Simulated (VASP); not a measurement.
Input of a VASP 6.6.1 run:

File INCAR:

```
SYSTEM = CdTe
PREC     = Normal         ! precision mode
ENCUT    = 450            ! plane-wave cutoff, eV
EDIFF    = 1E-7           ! SCF threshold, eV
ISMEAR   = 0              ! smearing method
SIGMA    = 0.01           ! smearing width, eV
LREAL    = Auto         
LASPH    = .True.         ! aspherical terms in the spheres
NELM     = 80             ! most SCF steps
ALGO     = Fast           ! electronic algorithm
ISIF     = 2              ! what is computed and relaxed
LWAVE    = .False.        ! write WAVECAR
LCHARG   = .False.        ! write CHGCAR
GGA      = PE             ! functional
ICORELEVEL= 1
```

Contents of KPOINTS:

```
Automatic mesh
0
Monkhorst
  2 2 2
  0 0 0
```

POSCAR

```
CdTe
1.0
    6.6222820000      6.6222820000      6.6222820000
   -6.6222820000     -6.6222820000      6.6222820000
    6.6222820000     -6.6222820000     -6.6222820000
Cd Te
16 16
Direct
    0.0000000000      0.2500000000      0.7500000000
    0.2500000000      0.0000000000      0.7500000000
    0.0000000000      0.5000000000      0.5000000000
    0.2500000000      0.2500000000      0.5000000000
    0.5000000000      0.0000000000      0.5000000000
    0.5000000000      0.7500000000      0.7500000000
    0.7500000000      0.5000000000      0.7500000000
    0.0000000000      0.0000000000      0.0000000000
    0.0000000000      0.7500000000      0.2500000000
    0.2500000000      0.5000000000      0.2500000000
    0.5000000000      0.2500000000      0.2500000000
    0.7500000000      0.0000000000      0.2500000000
    0.7500000000      0.7500000000      0.5000000000
    0.2500000000      0.7500000000      0.0000000000
    0.5000000000      0.5000000000      0.0000000000
    0.7500000000      0.2500000000      0.0000000000
    0.2500000000      0.2500000000      0.7500000000
    0.5000000000      0.0000000000      0.7500000000
    0.2500000000      0.5000000000      0.5000000000
    0.5000000000      0.2500000000      0.5000000000
    0.7500000000      0.0000000000      0.5000000000
    0.7500000000      0.7500000000      0.7500000000
    0.0000000000      0.5000000000      0.7500000000
    0.2500000000      0.0000000000      0.0000000000
    0.2500000000      0.7500000000      0.2500000000
    0.5000000000      0.5000000000      0.2500000000
    0.7500000000      0.2500000000      0.2500000000
    0.0000000000      0.0000000000      0.2500000000
    0.0000000000      0.7500000000      0.5000000000
    0.5000000000      0.7500000000      0.0000000000
    0.7500000000      0.5000000000      0.0000000000
    0.0000000000      0.2500000000      0.0000000000
```

Potentials or basis: VASP PAW PBE potentials, release 64 (Cd, Te).

Run with:

```bash
$ cat potpaw_PBE.64/Cd/POTCAR potpaw_PBE.64/Te/POTCAR > POTCAR
$ mpirun -np 1 vasp_std > vasp.out
```

(1) Predict the pressure.

Answers

(1) -0.4 GPa.
